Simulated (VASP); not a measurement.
# BN (P6_3/mmc) in VASP: a series of runs

One crystal, BN, is run at these levels: PBE+D3(BJ); tasks: relaxation of cell and atoms.

Everything below comes from runs of VASP 6.6.1. Logs are shortened: lines on timing, memory, paths and dates and some standing lists are left out, and cuts for length are marked.

## Step 1: Starting point

Symmetry: P6_3/mmc, No. 194, hexagonal system. Conventional cell: a = 2.498 Å, b = 2.498 Å, c = 6.636 Å, α = 90.00°, β = 90.00°, γ = 120.00°. B (site symmetry -6m2) has 3 N at 1.44 Å as nearest neighbours. N (site symmetry -6m2) is surrounded by 3 B at 1.44 Å.

## Step 2: Relaxation of cell and atoms, PBE+D3(BJ)

Input file INCAR:

```
ALGO = Normal
EDIFF = 1E-7
EDIFFG = -0.002
ENCUT = 700
GGA = PE
IBRION = 2
ISIF = 3
ISMEAR = 0
IVDW = 12
LASPH = T
LCHARG = F
LREAL = F
LWAVE = F
NELM = 100
NSW = 80
PREC = Accurate
SIGMA = 0.02
```

Input file KPOINTS:

```
k-points
0
Gamma
  15 15 6
```

Input file POSCAR:

```
BN
1.0
    2.4982400000      0.0000000000      0.0000000000
   -1.2491200000      2.1635393000      0.0000000000
    0.0000000000      0.0000000000      6.6357000000
B N
2 2
Direct
    0.3333333300      0.6666666700      0.2500000000
    0.6666666700      0.3333333300      0.7500000000
    0.3333333300      0.6666666700      0.7500000000
    0.6666666700      0.3333333300      0.2500000000
```

Potentials or basis: VASP PAW PBE potentials, release 64 (B, N).

Launch:

```bash
cat potpaw_PBE.64/B/POTCAR potpaw_PBE.64/N/POTCAR > POTCAR
mpirun -np 1 vasp_std > vasp.out
```

OUTCAR:

```text
EDIFF = 1E-7
   EDIFFG = -0.002
   ENCUT = 700
   GGA = PE
   IBRION = 2
   ISIF = 3
   ISMEAR = 0
   IVDW = 12
   LASPH = T
   LREAL = F
   NELM = 100
   NSW = 80
   PREC = Accurate
 IVDW          = 12

 ion  position               nearest neighbor table
   1  0.333  0.667  0.250-   4 1.44   4 1.44   4 1.44
   2  0.667  0.333  0.750-   3 1.44   3 1.44   3 1.44
   3  0.333  0.667  0.750-   2 1.44   2 1.44   2 1.44
   4  0.667  0.333  0.250-   1 1.44   1 1.44   1 1.44

  LATTYP: Found a hexagonal cell.
 ALAT       =     2.4982400000
 C/A-ratio  =     2.6561499296

  Lattice vectors:

 A1 = (   2.4982400000,   0.0000000000,   0.0000000000)
 A2 = (  -1.2491200000,   2.1635393000,   0.0000000000)
 A3 = (   0.0000000000,   0.0000000000,   6.6357000000)

Analysis of symmetry for initial positions (statically):
=====================================================================
 Subroutine PRICEL returns:
 Original cell was already a primitive cell.

 Routine SETGRP: Setting up the symmetry group for a
 hexagonal supercell.

 Subroutine GETGRP returns: Found 24 space group operations
 (whereof 12 operations were pure point group operations)
 out of a pool of 24 trial point group operations.

The static configuration has the point symmetry D_3d.
 The point group associated with its full space group is D_6h.

Analysis of symmetry for dynamics (positions and initial velocities):
=====================================================================
 Subroutine PRICEL returns:
 Original cell was already a primitive cell.

 Routine SETGRP: Setting up the symmetry group for a
 hexagonal supercell.

 Subroutine GETGRP returns: Found 24 space group operations
 (whereof 12 operations were pure point group operations)
 out of a pool of 24 trial point group operations.

The dynamic configuration has the point symmetry D_3d.
 The point group associated with its full space group is D_6h.

 Subroutine INISYM returns: Found 24 space group operations
 (whereof 12 operations are pure point group operations),
 and found     1 'primitive' translations

----------------------------------------------------------------------------------------

                                     Primitive cell

  volume of cell :      35.8662

  direct lattice vectors                    reciprocal lattice vectors
     2.498240000  0.000000000  0.000000000     0.400281798  0.231102805  0.000000000
    -1.249120000  2.163539300  0.000000000     0.000000000  0.462205609  0.000000000
     0.000000000  0.000000000  6.635700000     0.000000000  0.000000000  0.150700002

  length of vectors
     2.498240000  2.498239996  6.635700000     0.462205608  0.462205609  0.150700002

  position of ions in fractional coordinates (direct lattice)
     0.333333330  0.666666670  0.250000000
     0.666666670  0.333333330  0.750000000
     0.333333330  0.666666670  0.750000000
     0.666666670  0.333333330  0.250000000

  ion indices of the primitive-cell ions
   primitive index   ion index
                 1           1
                 2           2
                 3           3
                 4           4

----------------------------------------------------------------------------------------

 KPOINTS: k-points

Automatic generation of k-mesh.
 Grid dimensions read from file:
 generate k-points for:   15   15    6

 Generating k-lattice:

  Cartesian coordinates                     Fractional coordinates (reciprocal lattice)
     0.026685453  0.015406854  0.000000000     0.066666667 -0.000000000  0.000000000
     0.000000000  0.030813707  0.000000000     0.000000000  0.066666667  0.000000000
     0.000000000  0.000000000  0.025116667     0.000000000  0.000000000  0.166666667

  Length of vectors
     0.030813707  0.030813707  0.025116667

  Shift w.r.t. Gamma in fractional coordinates (k-lattice)
     0.000000000  0.000000000  0.000000000

 Subroutine IBZKPT returns following result:
 ===========================================

 Found    108 irreducible k-points:

 Following reciprocal coordinates:
            Coordinates               Weight
  0.000000  0.000000  0.000000      1.000000
  0.066667  0.000000  0.000000      6.000000
  0.133333 -0.000000  0.000000      6.000000
  0.200000 -0.000000  0.000000      6.000000
  0.266667 -0.000000  0.000000      6.000000
  0.333333  0.000000  0.000000      6.000000
[... 16 lines left out ...]
  0.333333  0.200000  0.000000     12.000000
  0.400000  0.200000  0.000000      6.000000
 [... further k-points ...]
   k-points           NKPTS =    108   k-points in BZ     NKDIM =    108   number of bands    NBANDS=     12
   number of dos      NEDOS =    301   number of ions     NIONS =      4
   total plane-waves  NPLWV =  34560
   dimension x,y,z NGX =    24 NGY =   24 NGZ =   60
   dimension x,y,z NGXF=    48 NGYF=   48 NGZF=  120
   ions per type =               2   2
   NGX,Y,Z   is equivalent  to a cutoff of  15.97, 15.97, 15.03 a.u.
   NGXF,Y,Z  is equivalent  to a cutoff of  31.94, 31.94, 30.06 a.u.
 SYSTEM =  unknown system
   PREC   = accura    normal or accurate (medium, high low for compatibility)
   ISTART =      0    job   : 0-new  1-cont  2-samecut
   ICHARG =      2    charge: 1-file 2-atom 10-const
   ISPIN  =      1    spin polarized calculation?
   LNONCOLLINEAR =      F non collinear calculations
   LSORBIT =      F    spin-orbit coupling
   LASPH  =      T    aspherical Exc in radial PAW
   ENCUT  =  700.0 eV  51.45 Ry    7.17 a.u.   5.39  5.39 14.32*2*pi/ulx,y,z
   NELM   =    100;   NELMIN=  2; NELMDL= -5     # of ELM steps
   EDIFF  = 0.1E-06   stopping-criterion for ELM
   LREAL  =      F    real-space projection
   EDIFFG = -.2E-02   stopping-criterion for IOM
   NSW    =     80    number of steps for IOM
   IBRION =      2    ionic relax: 0-MD 1-quasi-New 2-CG
   NFREE  =      1    steps in history (QN), initial steepest desc. (CG)
   ISIF   =      3    stress and relaxation
   ISYM   =      2    0-nonsym 1-usesym 2-fastsym
   POTIM  = 0.5000    time-step for ionic-motion
   TEBEG  =    0.0;   TEEND  =   0.0 temperature during run
   PSTRESS=    0.0 pullay stress
   NELECT =      16.0000    total number of electrons
   NUPDOWN=      -1.0000    fix difference up-down
   EMIN   =  10.00;   EMAX   =-10.00  energy-range for DOS
   EFERMI =   0.00;   METHOD = LEGACY
   ISMEAR =     0;   SIGMA  =   0.02  broadening in eV -4-tet -1-fermi 0-gaus
   EFERMI_NEDOS =   21; number of points for ismear=-14 and -15
   IALGO  =     38    algorithm
   IMIX   =      4    mixing-type and parameters
     AMIX     =   0.40;   BMIX     =  1.00
     AMIX_MAG =   1.60;   BMIX_MAG =  1.00
  volume/ion in A,a.u.               =       8.97        60.51
  Fermi-wavevector in a.u.,A,eV,Ry     =   1.250891  2.363842 21.289433  1.564729
  Thomas-Fermi vector in A             =   2.384864
   LORBIT       =      0    0 simple, 1 ext, 2 COOP (PROOUT), +10 PAW based schemes
   GGA     = PE    functional components
   LHFCALC =     F    Hartree Fock is set to
   AEXX    =    0.0000 exact exchange contribution
   IVDW    =    12    specifies the selected vdW correction
   LEPSILON=     F    determine dielectric tensor
   LRPA    =     F    only Hartree local field effects (RPA)
 conjugate gradient relaxation of ions
 non-spin polarized calculation
 Gauss-broadening in eV      SIGMA  =   0.02
  energy-cutoff  :      700.00
  volume of cell :       35.87
 maximum number of plane-waves:      1540
 NGX is ok and might be reduce to    24
   NGX = 11   NGY = 11   NGZ = 29

--------------------------------------- Ionic step        1  -------------------------------------------

 number of electron      15.9999999 magnetization

 Free energy of the ion-electron system (eV)
  ---------------------------------------------------
  ext. energy  EPLUGINS =         0.00000000
  ---------------------------------------------------
  free energy    TOTEN  =       -35.16251147 eV

  energy without entropy =      -35.16251147  energy(sigma->0) =      -35.16251147

------------------------ aborting loop because EDIFF is reached ----------------------------------------

 Edisp (eV)   -0.56768

 E8    (eV) :    -0.1663

  FORCE on cell =-STRESS in cart. coord.  units (eV):
  Direction    XX          YY          ZZ          XY          YZ          ZX
  --------------------------------------------------------------------------------------
  -------------------------------------------------------------------------------------
  Total       0.81026     0.81026    -0.08244     0.00000    -0.00000     0.00000
  in kB      36.19497    36.19497    -3.68274     0.00000    -0.00000     0.00000
  external pressure =       22.90 kB  Pullay stress =        0.00 kB
[... 103 lines left out ...]
  FREE ENERGIE OF THE ION-ELECTRON SYSTEM (eV)
  ---------------------------------------------------
  free  energy   TOTEN  =       -35.7328749819 eV

  energy  without entropy=      -35.7328749819  energy(sigma->0) =      -35.73287498

[... ionic steps 4 to 8 ...]

--------------------------------------- Ionic step        9  -------------------------------------------

 number of electron      15.9999999 magnetization

------------------------ aborting loop because EDIFF is reached ----------------------------------------

 Edisp (eV)   -0.57190

 E8    (eV) :    -0.1677
[... 73 lines left out ...]
  energy  without entropy=      -35.7332802091  energy(sigma->0) =      -35.73328021

--------------------------------------- Ionic step       11  -------------------------------------------

 number of electron      15.9999999 magnetization

 Free energy of the ion-electron system (eV)
  ---------------------------------------------------
  ext. energy  EPLUGINS =         0.00000000
  ---------------------------------------------------
  free energy    TOTEN  =       -35.16146167 eV

  energy without entropy =      -35.16146167  energy(sigma->0) =      -35.16146167

 E-fermi :   2.5648     XC(G=0): -10.1445

 val. band max:        2.3962752087   @ k =   0.3333   0.2667   0.0000
 cond. band min:       6.6583921828   @ k =   0.4667   0.0667   0.0000
 fundamental gap:      4.2621169741
 Fermi energy:         2.5648429517

 k-point     1 :       0.0000    0.0000    0.0000
  band No.  band energies     occupation
      1     -15.4362      2.00000
      2     -15.1134      2.00000
      3      -3.8958      2.00000
      4      -1.6404      2.00000
      5       1.0236      2.00000
      6       1.0236      2.00000
      7       1.0655      2.00000
      8       1.0655      2.00000
      9       7.6981      0.00000
     10      12.8089      0.00000
     11      13.8754      0.00000
     12      13.8754      0.00000
[... 331 lines left out ...]
 k-point    24 :       0.4000    0.2000    0.0000
  band No.  band energies     occupation
      1     -11.8949      2.00000
      2     -11.8332      2.00000
      3      -6.0928      2.00000
      4      -5.9986      2.00000
      5      -3.5800      2.00000
      6      -3.4952      2.00000
      7       1.4988      2.00000
      8       2.2945      2.00000
      9       6.9369      0.00000
     10       7.7689      0.00000
     11      14.1087      0.00000
     12      14.3716      0.00000

 [... further k-points ...]

------------------------ aborting loop because EDIFF is reached ----------------------------------------

 Edisp (eV)   -0.57185

 E8    (eV) :    -0.1677

  FORCE on cell =-STRESS in cart. coord.  units (eV):
  Direction    XX          YY          ZZ          XY          YZ          ZX
  --------------------------------------------------------------------------------------
  -------------------------------------------------------------------------------------
  Total       0.00115     0.00115     0.00015     0.00000     0.00000     0.00000
  in kB       0.05152     0.05152     0.00655     0.00000     0.00000     0.00000
  external pressure =        0.04 kB  Pullay stress =        0.00 kB
[... 19 lines left out ...]
  FREE ENERGIE OF THE ION-ELECTRON SYSTEM (eV)
  ---------------------------------------------------
  free  energy   TOTEN  =       -35.7333162555 eV

  energy  without entropy=      -35.7333162555  energy(sigma->0) =      -35.73331626

 reached required accuracy - stopping structural energy minimisation
```

Wall time 4.8 min (1 thread of Intel Xeon Platinum 8488C (Sapphire Rapids), shared host); peak memory 0.22 GiB.

What came out:

- Free energy: -35.7333 eV
- Relaxed volume: 8.92 Å³/atom
- Relaxed cell: a = 2.506 Å, b = 2.506 Å, c = 6.560 Å, α = 90.00°, β = 90.00°, γ = 120.00°
- Space group after relaxing (to 0.05 Å): P6_3/mmc (No. 194)
- Energy gained by relaxing: 0.8 meV/atom
- Ionic steps: 11
- Pressure after relaxing: 0.0 GPa
- Band gap on the k mesh: 4.26 eV, indirect (least direct gap 4.63 eV)
- Dispersion energy per atom: -0.143 eV

Step by step:
```
step  energy change (eV)  largest force (eV/Å)  pressure (GPa)  volume (Å³)
   1              0.0000                0.0000            2.29        35.87
   2              0.0072                0.0000           -4.60        36.53
   3             -0.0027                0.0000           -0.13        36.09
   4             -0.0027                0.0000           -0.09        36.09
   5             -0.0027                0.0000           -0.08        36.06
   6             -0.0029                0.0000           -0.05        35.98
   7             -0.0031                0.0000            0.00        35.80
   8             -0.0030                0.0000            0.11        35.46
   9             -0.0031                0.0000            0.03        35.69
  10             -0.0031                0.0000           -0.28        35.72
  11             -0.0031                0.0000            0.00        35.69
```

Final structure:
```xyz
4
Lattice="2.5065 0.0000 0.0000 -1.2532 2.1707 0.0000 0.0000 0.0000 6.5603" Properties=species:S:1:pos:R:3 pbc="T T T"
B     0.0000    1.4471    1.6401
B     1.2532    0.7236    4.9202
N     0.0000    1.4471    4.9202
N     1.2532    0.7236    1.6401
```

Levels at points of the mesh, in eV from the valence-band top:
```csv
k point,band 6,band 7,band 8,band 9,band 10,band 11
"(0.00, 0.00, 0.00)",-1.37,-1.33,-1.33,5.30,10.41,11.48
"(0.00, 0.00, 0.50)",-1.35,-1.35,-1.35,7.73,7.73,11.55
```

Caveat: an odd mesh through Γ misses points on the zone boundary, where band edges often lie. Expect the measured gap to be larger: semilocal functionals such as PBE lack the derivative discontinuity.

## Step 3: Relaxation of cell and atoms, PBE+D3(BJ)

This run uses another cell than the first one, of 8.92 Å³/atom, 0.995 times its volume.

INCAR is that of step 2.

KPOINTS is that of step 2.

Input file POSCAR:

```
BN                                      
1.0
    2.5064631375      0.0000000000      0.0000000000
   -1.2532315687      2.1706607459     -0.0000000000
    0.0000000000     -0.0000000000      6.5603082552
  B               N             
     2     2
Direct
     0.3333333300000021    0.6666666699999979    0.2500000000000000
     0.6666666699999979    0.3333333300000021    0.7500000000000000
     0.3333333300000021    0.6666666699999979    0.7500000000000000
     0.6666666699999979    0.3333333300000021    0.2500000000000000
```

Potentials or basis: VASP PAW PBE potentials, release 64 (B, N).

Launch:

```bash
cat potpaw_PBE.64/B/POTCAR potpaw_PBE.64/N/POTCAR > POTCAR
mpirun -np 1 vasp_std > vasp.out
```

Wall time 63 s (1 thread of Intel Xeon Platinum 8488C (Sapphire Rapids), shared host); peak memory 0.22 GiB.

It converged, with:

```yaml
Free_energy: -35.7330 eV
Pressure_after_relaxing: 0.0 GPa
Band_gap_on_the_k_mesh: 4.26 eV, indirect (least direct gap 4.63 eV)
Dispersion_energy_per_atom: -0.143 eV
```

Final structure:
```
CELL_PARAMETERS angstrom
2.50646 0.00000 0.00000
-1.25323 2.17066 0.00000
0.00000 0.00000 6.56031
ATOMIC_POSITIONS crystal
B 0.33333 0.66667 0.25000
B 0.66667 0.33333 0.75000
N 0.33333 0.66667 0.75000
N 0.66667 0.33333 0.25000
```

Levels at points of the mesh, in eV from the valence-band top:
```
           k point  band 5  band 6  band 7  band 8  band 9  band 10  band 11  band 12
(0.00, 0.00, 0.00)   -1.37   -1.37   -1.33   -1.33    5.30    10.41    11.49    11.51
(0.00, 0.00, 0.50)   -1.35   -1.35   -1.35   -1.35    7.73     7.73    11.55    11.55
```

Caveat: the relaxation stopped at its first step, so nothing moved; an odd mesh through Γ misses points on the zone boundary, where band edges often lie.
